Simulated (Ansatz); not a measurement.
Migration of H in SnO$_{2}$

Computed with Ansatz 0.2.0, DFT PBE, scalar-relativistic, plane waves, PAW. Run with 420 eV cutoff, 3×3×3 k-mesh, Gaussian smearing of 0.02 eV, no spin polarisation.

In a supercell of 12 host sites, interstitial H hops to an equivalent place, moving 0.71 Å between the relaxed ends. Climbing-image nudged elastic band at fixed cell with images 0 (start) to 4 (end), the path measured over all atoms, converged to 0.05 eV/Å; the order of the saddle wasn't checked, and the small cell leaves errors of about a tenth of an eV. Zero-point motion and tunnelling, which matter for H, are left out. At the top the atom squeezes straight between two others, where symmetry can hold a band on a ridge, so a bent path, such as one by way of a neighbouring hole, may have a much lower barrier.

A cell with an odd number of electrons and no spin polarisation is a metal by construction and may be lower with spin.

Command:

```bash
ansatz run input.yaml --threads 4 --pin off --max-ram 8192MiB --backend cpu --events-out ev --progress --plain --runs-dir out
```

Input:

```yaml
crystal:
  lattice:
    - [0.0, 4.8271903452, -3.2381522545]
    - [0.0, -4.8271903452, -3.2381522545]
    - [-4.8271903452, 0.0, 3.2381522545]
  atoms:
    - { symbol: Sn, position: [0.2738697612, 0.7582053658, 0.5345297992] }
    - { symbol: Sn, position: [0.7410365856, 0.2431062085, 0.4865914475] }
    - { symbol: Sn, position: [0.0029666709, 0.0089612855, 2.51624e-05] }
    - { symbol: Sn, position: [0.488563276, 0.4946231443, -2.51624e-05] }
    - { symbol: O, position: [0.5718182204, 0.7805744634, 0.8548058307] }
    - { symbol: O, position: [0.0465016305, 0.2998638418, 0.8488507272] }
    - { symbol: O, position: [0.9600430153, 0.6941221461, 0.156669199] }
    - { symbol: O, position: [0.4404568057, 0.2228959023, 0.1657590709] }
    - { symbol: O, position: [0.4753464927, 0.1946274405, 0.6744698325] }
    - { symbol: O, position: [-0.0225798373, 0.6966700893, 0.6745028748] }
    - { symbol: O, position: [0.5340103189, 0.8051808516, 0.3418412377] }
    - { symbol: O, position: [0.0342520121, 0.3053725595, 0.3418779604] }
    - { symbol: H, position: [0.979073971, 0.5472183474, 1.0287974546] }
basis:
  ecutwfc: 420
  xc_grid: 2
kpoints:
  mp_grid: { grid: [3, 3, 3], shift: [0.0, 0.0, 0.0] }
hamiltonian:
  xc: pbe
scf:
  occupations: { method: gaussian, width: 0.02 }
output:
  forces: true
neb:
  images: 3
  f_tol: 0.05
  max_iterations: 70
  order_check: false
  final_atoms:
    - { symbol: Sn, position: [0.2589634144, 0.7568937915, 0.5134085525] }
    - { symbol: Sn, position: [0.7261302388, 0.2417946342, 0.4654702008] }
    - { symbol: Sn, position: [-0.0029666709, -0.0089612855, -2.51624e-05] }
    - { symbol: Sn, position: [0.511436724, 0.5053768557, 2.51624e-05] }
    - { symbol: O, position: [0.5595431943, 0.7771040977, 0.8342409291] }
    - { symbol: O, position: [0.0399569847, 0.3058778539, 0.843330801] }
    - { symbol: O, position: [0.9534983695, 0.7001361582, 0.1511492728] }
    - { symbol: O, position: [0.4281817796, 0.2194255366, 0.1451941693] }
    - { symbol: O, position: [0.4659896811, 0.1948191484, 0.6581587623] }
    - { symbol: O, position: [-0.0342520121, 0.6946274405, 0.6581220396] }
    - { symbol: O, position: [0.5246535073, 0.8053725595, 0.3255301675] }
    - { symbol: O, position: [0.0225798373, 0.3033299107, 0.3254971252] }
    - { symbol: H, position: [1.020926029, 0.4527816526, 0.9712025454] }
```

Course of the band:

| iteration | largest band force (eV/Å) | climbing image | energies over image 0 (eV) |
| --- | --- | --- | --- |
| 1 | 1.790 | none | 0.000 0.249 0.431 0.249 0.000 |
| 2 | 1.102 | none | 0.000 0.106 0.216 0.106 0.000 |
| 3 | 0.819 | none | 0.000 0.073 0.182 0.073 0.000 |
| 4 | 0.221 | 2 | 0.000 0.051 0.162 0.051 0.000 |
| 5 | 0.046 | 2 | 0.000 0.049 0.161 0.049 0.000 |

Final band:

```
image path (Å) E − E(0) (eV) H x (Å) H y (Å) H z (Å) force on H (eV/Å)
    0      0.00          0.000   -4.966    2.085   -1.611               0.00
    1      0.22          0.049   -4.914    2.235   -1.615               0.45
    2      0.44          0.161   -4.827    2.414   -1.619               0.00
    3      0.67          0.049   -4.741    2.592   -1.623               0.45
    4      0.89          0.000   -4.688    2.743   -1.627               0.00
```

Barrier 0.16 eV. Time: 89 s on 4 threads of Arm Neoverse V1, on a shared host, peak memory 0.93 GiB.